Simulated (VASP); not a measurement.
Write the native input for VASP 6.6.1 that does the following.

| Item | Value |
| --- | --- |
| Task | vibrations by finite differences |
| Functional | PBE |
| Potentials or basis | VASP PAW PBE potentials, release 64 (Al, N) |
| Cutoff | 520 eV |
| k mesh | 3 × 3 × 1 |
| Occupations | gaussian, width 0.02 eV |
| Spin | no spin polarisation |
| Ions in elastic constants | relaxed |
| Further INCAR settings | ALGO = Fast; EDIFF = 1e-08; NBANDS = 16; IBRION = 6; POTIM = 0.015; NSW = 1; ISIF = 3 |

The structure of AlN lies in POSCAR:

```
AlN                                     
1.0
    3.1519414124      0.0000000000      0.0000000000
   -1.5759707061      2.7296613323      0.0000000000
   -0.0000000000      0.0000000000      4.9337952556
  Al              N             
     2     2
Direct
     0.3333333300000021    0.6666666699999979    0.9961768109727105
     0.6666666699999979    0.3333333300000021    0.4961768109727105
     0.3333333300000021    0.6666666699999979    0.3838231890272921
     0.6666666699999979    0.3333333300000021    0.8838231890272921
```

One way to write it, as run:

INCAR

```
SYSTEM = AlN
  PREC = Accurate
  ENCUT = 520
  EDIFF = 1E-8
  ISMEAR = 0
  SIGMA = 0.02
  LREAL = .FALSE.
  LASPH = .TRUE.
  NELM = 100
  ALGO = Fast
  ISIF = 3
  LWAVE = .FALSE.
  LCHARG = .FALSE.
  GGA = PE
  NBANDS = 16
  IBRION = 6
  NFREE = 2
  POTIM = 0.015
  NSW = 1
```

KPOINTS

```
Automatic mesh
0
G
  3 3 1
  0 0 0
```

Potentials or basis: VASP PAW PBE potentials, release 64 (Al, N).

Launch:

```bash
$ cat potpaw_PBE.64/Al/POTCAR potpaw_PBE.64/N/POTCAR > POTCAR
$ mpirun -np 4 vasp_std > vasp.out
```

It gave:

```yaml
Voigt_bulk_modulus: 197 GPa
Highest_phonon_frequency_at_Γ_LO-TO_splitting_left_out: 689 cm⁻¹
```

Caveat: the k mesh is coarse (spacing up to 1.27 Å⁻¹), so the values aren't converged.

Wall time 16 s on 4 MPI ranks on Intel(R) Xeon(R) Platinum 8488C (Sapphire Rapids) (shared host), peak memory 0.12 GiB a rank.
